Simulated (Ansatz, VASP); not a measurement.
# One calculation of Ag, two programs

```
CELL_PARAMETERS angstrom
5.15463 0.00000 0.00000
-2.57732 4.46404 0.00000
0.00000 0.00000 3.52606
ATOMIC_POSITIONS crystal
Ag 0.50000 0.00000 0.00000
Ag 0.00000 0.50000 0.00000
Ag 0.50000 0.50000 0.00000
Ag 0.00000 0.00000 0.50000
```

Alike in both runs: task relaxation of cell and atoms; functional PBE; k mesh 6 × 6 × 6; occupations gaussian, width 0.1 eV; no spin polarisation.

|  | VASP | Ansatz |
| --- | --- | --- |
| version | VASP 6.6.1 | Ansatz 0.2.0 |
| potentials or method | VASP PAW PBE potentials, release 64 (Ag) | scalar-relativistic, plane waves, PAW |
| plane-wave cutoff (eV) | 600 | 420 |
| valence electrons in the cell | 44 | 76 |

VASP gave:

| Property | Result |
| --- | --- |
| gap on the k mesh at the Fermi level, each at its own relaxed structure (eV) | none |
| relaxed volume (Å³/atom) | 18.55 |
| relaxed cell length with the largest relative difference (Å) | 2.766 |
| energy change over the relaxation (meV/atom) | -275 |

Task: Estimate Ansatz's values.

Result: gap on the k mesh at the Fermi level, each at its own relaxed structure (eV): none; relaxed volume (Å³/atom): 18.54; relaxed cell length with the largest relative difference (Å): 2.764; energy change over the relaxation (meV/atom): -278.

A gap of «none» marks a metal or a gap that the smearing closes. The two sets of potentials don't hold the same shells in valence.
